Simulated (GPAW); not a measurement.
A run of GPAW 26.7.0 is set up as follows.

Contents of run.py:

```python
from ase.dft.bandgap import bandgap
from ase.io import read, write
from ase.units import Bohr, GPa
from gpaw import GPAW, PW, setup_paths
from gpaw.elf import elf_from_dft_calculation

setup_paths.insert(0, '.')

atoms = read('CdS.xyz')

calc = GPAW(mode=PW(600),
            xc='BLYP',
            kpts={'size': (7, 7, 4), 'gamma': True},
            occupations={'name': 'fermi-dirac', 'width': 0.05},
            nbands=31,
            convergence={'density': 1e-05, 'energy': 1e-05},
            eigensolver='davidson',
            maxiter=150,
            txt='gpaw.txt')
atoms.calc = calc
energy = atoms.get_potential_energy()
forces = atoms.get_forces()
stress = atoms.get_stress()
calc.write('gs.gpw')
write('result.traj', atoms)
print(f'Energy: {energy:.6f} eV')
print('Forces (eV/A):')
print(forces.round(4))
print('Stress (GPa):', (stress / GPa).round(3))
print('Fermi level:', round(calc.get_fermi_level(), 4), 'eV')
print(f'Gap: {bandgap(calc)[0]:.4f} eV, direct: {bandgap(calc, direct=True)[0]:.4f} eV')

# fields on the real-space grid
write('density.cube', atoms, data=calc.get_pseudo_density() * Bohr**3)
write('potential.cube', atoms, data=calc.get_electrostatic_potential())
write('elf.cube', atoms, data=elf_from_dft_calculation(calc).data)

path = atoms.cell.bandpath('GMKGALHA,LM,KH', npoints=100, eps=1e-4)
bs_calc = calc.fixed_density(kpts=path, symmetry='off', nbands=51,
                             convergence={'bands': 'CBM+6.0', 'eigenstates': 1e-6}, txt='bands.txt')
bs = bs_calc.band_structure()
bs.write('bs.json')
print(f'Gap on the path: {bandgap(bs_calc)[0]:.4f} eV')
```

CdS.xyz

```xyz
4
Lattice="4.1500000000 0.0000000000 0.0000000000 -2.0750000000 3.5940054257 0.0000000000 0.0000000000 0.0000000000 6.7370000000" Properties=species:S:1:pos:R:3 pbc="T T T"
Cd     2.0750000002      1.1980018084      3.3685000000
Cd    -0.0000000002      2.3960036173      0.0000000000
S      2.0750000002      1.1980018084      5.8948750000
S     -0.0000000002      2.3960036173      2.5263750000
```

Potentials or basis: PAW data sets generated in the run's folder for this functional, pw.

Command:

```console
$ gpaw-setup -f BLYP Cd S
$ OMP_NUM_THREADS=1 python run.py
```

Predict the band gap along the path.

1.12 eV, direct.

What does it give for the pressure?

5.0 GPa.

Levels at the corners of the path, in eV from the valence-band top:
```csv
point,band 14,band 15,band 16,band 17,band 18,band 19,band 20,band 21,band 22,band 23
Γ,-0.76,-0.76,-0.04,0.00,0.00,1.12,2.73,6.43,6.43,6.77
M,-3.48,-2.60,-1.84,-1.27,-0.73,3.64,3.88,5.16,6.32,6.99
K,-3.65,-3.01,-1.81,-1.81,-1.58,4.73,4.96,4.96,7.22,7.46
Γ,-0.76,-0.76,-0.04,0.00,0.00,1.12,2.73,6.43,6.43,6.77
A,-2.45,-0.39,-0.39,-0.39,-0.39,2.77,2.77,6.19,6.19,6.80
L,-4.08,-1.32,-1.32,-1.31,-1.31,3.46,3.46,5.40,5.40,7.90
H,-3.97,-2.36,-2.36,-1.11,-1.11,4.33,4.33,6.16,6.16,6.45
A,-2.45,-0.39,-0.39,-0.39,-0.39,2.77,2.77,6.19,6.19,6.80
L,-4.08,-1.32,-1.32,-1.31,-1.31,3.46,3.46,5.40,5.40,7.90
M,-3.48,-2.60,-1.84,-1.27,-0.73,3.64,3.88,5.16,6.32,6.99
K,-3.65,-3.01,-1.81,-1.81,-1.58,4.73,4.96,4.96,7.22,7.46
H,-3.97,-2.36,-2.36,-1.11,-1.11,4.33,4.33,6.16,6.16,6.45
```

**Measured values to compare with.**

“Isotope dependence of band-gap energy”, 2008, arxiv:0807.2152 quotes, for a bulk crystal of CdS: band gap 2.5809 ± 0.0002 eV.

Measured gap of CdS: 2.5809 eV (quoted in “Isotope dependence of band-gap energy”, 2008, arxiv:0807.2152). This calculation gives 1.12 eV (-1.46 eV). So large a miss can be the level of theory's own, or it may mean another phase, state or a wrong row. Spin-orbit coupling on Cd is left out. The value is that of BLYP, without temperature or zero-point motion. Semilocal functionals fall short of measured gaps as a rule.
